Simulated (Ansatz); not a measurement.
Bi: do energies and stresses tell the same story?

Theory: Ansatz 0.2.0, DFT PBEsol, scalar-relativistic, plane waves, PAW.

Plane waves to 420 eV, a k mesh through Γ of 10×10×14 on the computed 2-atom cell and Gaussian smearing (0.10 eV); no spin polarisation.

Relaxed cell: C2/m, a = 7.033 Å, b = 6.284 Å, c = 3.299 Å, α = 90.00°, β = 117.32°, γ = 90.00°, 2 atoms in the primitive cell. This form isn't the element's structure at ambient conditions.

Energies at zero smearing and pressures from the stress tensor, at volumes with shape and atoms relaxed:
```tsv
V (Å³/atom)	E − E(first) (meV/atom)	P (GPa)
28.496	0.00	9.60
29.467	-48.77	6.56
30.438	-80.57	3.99
31.410	-98.04	1.83
32.381	-103.41	0.00
33.353	-98.54	-1.55
34.324	-85.07	-2.85
35.619	-56.01	-4.27
```

Q: Check P = −dE/dV between neighbouring volumes, and get the bulk modulus from the pressures alone.

A: With 1 eV/Å³ = 160.2 GPa:
```json
{"middle V (Å³/atom)": "28.981", "−ΔE/ΔV (GPa)": "8.043", "mean P (GPa)": "8.078"}
{"middle V (Å³/atom)": "29.953", "−ΔE/ΔV (GPa)": "5.246", "mean P (GPa)": "5.275"}
{"middle V (Å³/atom)": "30.924", "−ΔE/ΔV (GPa)": "2.881", "mean P (GPa)": "2.909"}
{"middle V (Å³/atom)": "31.896", "−ΔE/ΔV (GPa)": "0.885", "mean P (GPa)": "0.912"}
{"middle V (Å³/atom)": "32.867", "−ΔE/ΔV (GPa)": "-0.802", "mean P (GPa)": "-0.775"}
{"middle V (Å³/atom)": "33.839", "−ΔE/ΔV (GPa)": "-2.223", "mean P (GPa)": "-2.198"}
{"middle V (Å³/atom)": "34.972", "−ΔE/ΔV (GPa)": "-3.594", "mean P (GPa)": "-3.560"}
```

The two differ by 0.03 GPa at most. The mean of two end pressures misses the average over a step by about ΔV² P″/12, up to 0.04 GPa here; with that taken off 0.01 GPa remains. Around V = 32.381 Å³/atom, the two neighbours give B = −V ΔP/ΔV = 32.381 × 3.37 / 1.943 = 56.2 GPa, against B0 = 56.0 GPa from the Birch–Murnaghan fit of the energies.

Spin–orbit coupling is left out, which can shift energies with elements as heavy as these.

Cost: 9 runs of about 12 core-minutes in all, on Arm Neoverse V2 (shared hosts).